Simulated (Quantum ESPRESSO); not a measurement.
SrCl2: dielectric tensor with LDA

The system is SrCl2.

```xyz
3
Lattice="0.0000 3.4884 3.4884 3.4884 0.0000 3.4884 3.4884 3.4884 0.0000" Properties=species:S:1:pos:R:3 pbc="T T T"
Sr    0.0000    0.0000    0.0000
Cl    5.2325    5.2325    5.2325
Cl    1.7442    1.7442    1.7442
```

```yaml
Program: Quantum ESPRESSO 7.5
Task: dielectric tensor
Functional: LDA
Potentials_or_basis: PseudoDojo 0.4.1 SR LDA standard
Cutoff: 925 eV
Density_cutoff: 3701 eV
k_mesh: 6 × 6 × 6, shifted
Occupations: fermi-dirac, width 0.05 eV
Spin: no spin polarisation
Form_of_the_LDA_correlation: PW92
Mixing_beta: 0.5
Most_SCF_iterations: 120
SCF_threshold: 6e-10 Ry
```

```json
{
 "Pressure": "-2.9 GPa",
 "Electronic dielectric tensor (diagonal)": "3.01",
 "Born charges (mean of the diagonal)": "Sr +2.49; Cl -1.24 e"
}
```

Levels at points of the mesh, in eV from the valence-band top:
```tsv
k point	band 8	band 9	band 10	band 11	band 12	band 13	band 14	band 15	band 16	band 17
(0.08, 0.08, 0.08)	-2.09	-2.07	-0.38	-0.33	-0.33	5.11	5.96	5.96	8.29	8.66
```

Electronic dielectric tensor:
```
3.01 0.00 0.00
0.00 3.01 0.00
0.00 0.00 3.01
```

Born effective charge tensors (e):
atom 1, Sr
```
2.49 0.00 0.00
0.00 2.49 0.00
0.00 0.00 2.49
```
atom 2, Cl
```
-1.24  0.00  0.00
 0.00 -1.24  0.00
 0.00  0.00 -1.24
```
atom 3, Cl
```
-1.24  0.00  0.00
 0.00 -1.24  0.00
 0.00  0.00 -1.24
```

Run time: 8.2 min on 1 thread of AMD EPYC 7R43 64-Core Processor (Zen 3) (shared host), peak memory 0.12 GiB.
